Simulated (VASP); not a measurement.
# NaCl: convergence, self-consistent run

NaCl, I4mm (no. 107), 2 atoms in the cell. PBE; PAW potentials Cl, Na_pv (PBE set). VASP 6.6.1. The cell is changed on purpose: last atom moved by 0.08 Å along z, cell strained by +1.0% along z.

Wanted: energy within 2 meV/atom; forces within 0.01 eV/Å.

What the run is for: forces; Accuracy asked: standard.

POSCAR:
```
NaCl
1.0
    0.0000000000      2.7940632177      2.8220038499
    2.7940632177      0.0000000000      2.8220038499
    2.7940632177      2.7940632177      0.0000000000
Cl Na
1 1
Direct
    0.5000000000      0.5000000000      0.5000000000
    0.0143160700      0.0143160700     -0.0143160700
```

The series start from Plane-wave cutoff (eV): 340; k-point mesh: 7 × 7 × 7; Precision mode (PREC): Accurate; Electronic threshold (eV): 1e-6; Bands in all (NBANDS): 17; Aspherical gradient terms in the spheres (LASPH): yes; Electronic algorithm: ALGO=Normal; Delay and inner steps: defaults; Support grid and gradient cutoff: ADDGRID=False GGA_COMPAT=False. Each series keeps the choices made before it, and each single choice may use up half of a tolerance.

## Plane-wave cutoff (eV)

| Plane-wave cutoff (eV) | Energy less reference (meV/atom) | Forces, largest deviation (eV/Å) | SCF iterations | Time (s) |
|---|---|---|---|---|
| 210 | 65.8 | 0.010 | 12 | 6.1 |
| 260 | 2.7 | 0.001 | 12 | 6.2 |
| 300 | -0.1 | 0.002 | 12 | 6.1 |
| 340 | -0.3 | 0.002 | 12 | 7.1 |
| 390 | 0.1 | 0.001 | 12 | 14 |
| 460 | 0.2 | 0.000 | 12 | 13 |
| 550 | 0.0 | 0.000 | 12 | 16 |
| 690 (reference) | 0.0 | 0.000 | 12 | 22 |

Chosen: 300, the loosest value from which every tighter one stays within half of the tolerance.

## k-point mesh

| k-point mesh | Energy less reference (meV/atom) | Forces, largest deviation (eV/Å) | SCF iterations | Time (s) |
|---|---|---|---|---|
| 2 × 2 × 2 | 133.4 | 0.009 | 12 | 1.9 |
| 3 × 3 × 3 | 9.8 | 0.001 | 12 | 2.3 |
| 4 × 4 × 4 | 0.9 | 0.000 | 12 | 3.1 |
| 5 × 5 × 5 | 0.1 | 0.000 | 12 | 3.6 |
| 6 × 6 × 6 | 0.0 | 0.000 | 12 | 4.8 |
| 7 × 7 × 7 | 0.0 | 0.000 | 12 | 6.1 |
| 9 × 9 × 9 | 0.0 | 0.000 | 12 | 10 |
| 11 × 11 × 11 | 0.0 | 0.000 | 12 | 16 |
| 13 × 13 × 13 (reference) | 0.0 | 0.000 | 12 | 25 |

Chosen: 4 × 4 × 4.

## Precision mode (PREC)

| Precision mode (PREC) | Energy less reference (meV/atom) | Forces, largest deviation (eV/Å) | SCF iterations | Time (s) |
|---|---|---|---|---|
| Low | -0.4 | 0.005 | 12 | 2.3 |
| SingleN | -0.4 | 0.005 | 12 | 2.5 |
| Normal | 0.1 | 0.001 | 12 | 2.5 |
| Accurate (reference) | 0.0 | 0.000 | 12 | 3.1 |

Chosen: Normal.

## Electronic threshold (eV)

| Electronic threshold (eV) | Energy less reference (meV/atom) | Forces, largest deviation (eV/Å) | SCF iterations | Time (s) |
|---|---|---|---|---|
| 0.001 | 0.0 | 0.000 | 9 | 1.9 |
| 0.0001 | 0.0 | 0.000 | 10 | 2.4 |
| 1e-5 | 0.0 | 0.000 | 11 | 2.7 |
| 1e-6 | 0.0 | 0.000 | 12 | 2.5 |
| 1e-7 | 0.0 | 0.000 | 14 | 2.9 |
| 1e-8 (reference) | 0.0 | 0.000 | 16 | 3.1 |

Chosen: 0.001.

## Bands in all (NBANDS)

| Bands in all (NBANDS) | Energy less reference (meV/atom) | Forces, largest deviation (eV/Å) | SCF iterations | Time (s) |
|---|---|---|---|---|
| 8 | 0.1 | 0.000 | 9 | 1.5 |
| 9 | 0.0 | 0.000 | 9 | 1.6 |
| 11 | 0.0 | 0.000 | 9 | 1.7 |
| 13 | 0.0 | 0.000 | 9 | 1.8 |
| 17 | 0.0 | 0.000 | 9 | 1.9 |
| 27 (reference) | 0.0 | 0.000 | 9 | 2.7 |

Chosen: 8.

## Aspherical gradient terms in the spheres (LASPH)

| Aspherical gradient terms in the spheres (LASPH) | Energy less reference (meV/atom) | Forces, largest deviation (eV/Å) | SCF iterations | Time (s) |
|---|---|---|---|---|
| yes | 0.0 | 0.000 | 9 | 1.5 |
| no | 0.0 | 0.000 | 9 | 1.4 |

Chosen: yes; no other choice that stays within half of the tolerance saves 30 % of the time.

## Electronic algorithm

| Electronic algorithm | Energy less reference (meV/atom) | Forces, largest deviation (eV/Å) | SCF iterations | Time (s) |
|---|---|---|---|---|
| ALGO=Normal | 0.0 | 0.000 | 9 | 1.5 |
| ALGO=Fast | -0.1 | 0.001 | 11 | 1.9 |
| ALGO=VeryFast | 0.0 | 0.005 | 16 | 1.8 |
| ALGO=All ISEARCH=1 | 0.0 | 0.000 | 11 | 2.1 |
| ALGO=All ISEARCH=0 | 0.0 | 0.000 | 11 | 2.1 |
| ALGO=Damped TIME=0.4 | 0.0 | 0.002 | 13 | 1.9 |
| ALGO=Damped TIME=0.1 | 0.7 | 0.009 | 16 | 2.2 |

Chosen: ALGO=Normal.

## Delay and inner steps

| Delay and inner steps | Energy less reference (meV/atom) | Forces, largest deviation (eV/Å) | SCF iterations | Time (s) |
|---|---|---|---|---|
| defaults | 0.0 | 0.000 | 9 | 1.5 |
| NELMDL=-2 | -0.1 | 0.000 | 8 | 1.6 |
| NELMDL=-8 | 0.0 | 0.000 | 12 | 1.6 |
| NELMDL=-12 | 0.0 | 0.000 | 16 | 1.6 |
| NRMM=2 | 0.0 | 0.000 | 9 | 1.5 |
| NRMM=6 | 0.0 | 0.000 | 9 | 1.7 |
| WEIMIN=0.001 | 0.0 | 0.000 | 9 | 1.7 |

Chosen: defaults.

## Support grid and gradient cutoff

| Support grid and gradient cutoff | Energy less reference (meV/atom) | Forces, largest deviation (eV/Å) | SCF iterations | Time (s) |
|---|---|---|---|---|
| ADDGRID=False GGA_COMPAT=False | 0.0 | 0.000 | 9 | 1.5 |
| ADDGRID=True GGA_COMPAT=False | -0.1 | 0.000 | 9 | 1.9 |
| ADDGRID=False GGA_COMPAT=True | 0.0 | 0.001 | 9 | 1.6 |

Chosen: ADDGRID=False GGA_COMPAT=False.

## All choices together

| Input | Energy less reference (meV/atom) | Forces, largest deviation (eV/Å) | Time (s) |
|---|---|---|---|
| the program's defaults (naive) | 2.2 | 0.003 | 1.1 |
| chosen settings | 1.0 | 0.001 | 1.5 |
| reference settings throughout | 0.0 | 0.000 | 169 |

The tolerance is met.

Values of the reference run: Forces: 0, 0, 0.1111, 0, 0, -0.1111 eV/Å.

## The input

INCAR:
```
GGA = PE
ISMEAR = 0
SIGMA = 0.03
LWAVE = False
LCHARG = False
ISIF = 2
PREC = Normal
LASPH = True
LREAL = False
ALGO = Normal
EDIFF = 0.001
NELM = 120
GGA_COMPAT = False
ENCUT = 300
EFERMI = MIDGAP
NBANDS = 8
ADDGRID = False
```

KPOINTS:
```
Automatic mesh
0
Gamma
  4 4 4
  0 0 0
```

Commands:
```
cat potpaw_PBE.64/Cl/POTCAR potpaw_PBE.64/Na_pv/POTCAR > POTCAR
mpirun -np 1 vasp_std > vasp.out
```

The chosen input took VASP 6.6.1 1.5 s on 1 core (Intel Xeon 6975P-C (Granite Rapids)), a shared host.

## An input that fails: tetrahedra on too few k points

VASP's message: IBZKPT: tetrahedron method fails for NKPT<4. NKPT = 1.

k mesh: 7 × 7 × 7 becomes 1 × 1 × 1.

Changes against the starting input:
```
- ISMEAR = 0
- NELM = 120
+ ISMEAR = -5
+ NELM = 81
```
